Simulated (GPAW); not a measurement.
Here is a GPAW 26.7.0 calculation.

run.py

```python
from ase.eos import EquationOfState
from ase.io import Trajectory, read
from ase.units import GPa
from gpaw import GPAW, PW

atoms = read('CdTe.cif')

traj = Trajectory('eos.traj', 'w')
volumes, energies = [], []
for x in [0.94, 0.96, 0.98, 1.0, 1.02, 1.04, 1.06]:
    a = atoms.copy()
    a.set_cell(atoms.cell * x**(1 / 3), scale_atoms=True)
    calc = GPAW(mode=PW(600),
                xc='MGGA_X_TPSS+MGGA_C_TPSS',
                kpts={'size': (6, 6, 6), 'gamma': True},
                occupations={'name': 'fermi-dirac', 'width': 0.05},
                nbands=18,
                convergence={'density': 1e-05, 'energy': 1e-05},
                eigensolver='davidson',
                maxiter=150,
                txt=f'eos-{x:.2f}.txt')
    a.calc = calc
    energies.append(a.get_potential_energy(force_consistent=True))
    volumes.append(a.get_volume())
    p = -a.get_stress()[:3].mean() / GPa
    calc.write(f'eos-{x:.2f}.gpw')
    traj.write(a)
    print(f'{x:.2f} {volumes[-1]:10.4f} A^3 {energies[-1]:14.6f} eV {p:9.3f} GPa', flush=True)

v0, e0, B = EquationOfState(volumes, energies, eos='birchmurnaghan').fit()
print(f'V0 = {v0:.4f} A^3, E0 = {e0:.6f} eV, B0 = {B / GPa:.2f} GPa')
```

Contents of CdTe.cif:

```cif
data_CdTe
_cell_length_a 4.53255447
_cell_length_b 4.53255447
_cell_length_c 4.53255447
_cell_angle_alpha 60.00000000
_cell_angle_beta 60.00000000
_cell_angle_gamma 60.00000000
_space_group_name_H-M_alt 'P1'
_space_group_name_Hall 'P 1'
_space_group_IT_number 1
loop_
_space_group_symop_operation_xyz
'x,y,z'
loop_
_atom_site_label
_atom_site_type_symbol
_atom_site_symmetry_multiplicity
_atom_site_Wyckoff_symbol
_atom_site_fract_x
_atom_site_fract_y
_atom_site_fract_z
_atom_site_occupancy
Te1 Te 1 a 0.7500000000 0.7500000000 0.7500000000 1
Cd1 Cd 1 a 0.0000000000 0.0000000000 0.0000000000 1
```

Potentials or basis: GPAW PAW data sets (gpaw-data 1.2.1), pw.

The run is started by

```sh
$ OMP_NUM_THREADS=1 python run.py
```

Estimate the equilibrium volume.

35.57 Å³/atom (rough: see the caveat).

What does it give for the bulk modulus?

36 GPa (rough).

Energy against volume, from the lowest point:
```tsv
volume (Å³/atom)	energy (meV/atom)
30.947	86.84
31.605	60.90
32.263	40.21
32.922	24.24
33.580	12.50
34.239	4.55
34.897	0.00
```

Caveat: the minimum lies outside the volumes run; the PAW data sets were made with another functional, which shifts forces and pressure a little. The run has no spin-orbit coupling, so splittings on Te are missing.
